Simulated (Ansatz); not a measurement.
`CC(=O)[O][GeH3]` + CH₃NH₂ → `C[NH][GeH3]` + `CC(=O)O` at 298.15 K and 1 bar (ligand exchange at a Ge–O bond).

Gas-phase electronic energies from Ansatz, PBE0-D4/def2-TZVP geometries. CBS: MP2 limit from def2 TZ/QZ plus the TZ coupled-cluster correction, frozen cores. For Ge outer-core shells are correlated without core-valence functions, which leaves a few kJ/mol of doubt a bond. Scalar relativity is left out up to krypton. One conformer a species, not always the lowest.

```csv
species,CCSD(T)/CBS energy (Eh),H − E (kJ/mol),S (J/(mol·K))
`CC(=O)[O][GeH3]`,-2306.19992,218.7,350.4
CH₃NH₂,-95.75281,180.0,240.4
`C[NH][GeH3]`,-2173.06430,220.1,309.9
`CC(=O)O`,-228.87529,177.3,287.6
```

H − E and S are ideal-gas, rigid-rotor, harmonic terms from PBE0-D4/def2-TZVP, for one conformer and one mirror image of each species. 1 Eh = 2625.50 kJ/mol, R = 8.31446 J/(mol·K).

By hand: ΔE, ΔH, ΔS and ΔG.

ΔE = (-2173.06430) + (-228.87529) − (-2306.19992) − (-95.75281) = 0.01314 Eh = 34.5 kJ/mol. Δ(H − E) = 220.1 + 177.3 − 218.7 − 180.0 = -1.3, so ΔH = 33.2 kJ/mol. ΔS = 309.9 + 287.6 − 350.4 − 240.4 = 6.7 J/(mol·K). ΔG = 33.2 − 298.15 × (6.7)/1000 = 31.2 kJ/mol.

By hand: the equilibrium constant, and the temperature at which ΔG would vanish if ΔH and ΔS stayed fixed.

log₁₀ K = −ΔG/(RT ln 10) = -5.5. ΔG = 0 at ΔH/ΔS = 4955 K, far beyond where these terms or the molecules hold.

The number of gas molecules stays the same, so ΔS is small and ΔH decides. A doubt of 5 kJ/mol in ΔE shifts log₁₀ K by 0.9 here. Other conformers and mirror images would add mixing entropy, several J/(mol·K) or more a flexible species. These are equilibria of isolated gas molecules and say nothing of rates. Largest T1 diagnostic: 0.015 (customary marks: 0.02 for closed shells, 0.045 for open ones).
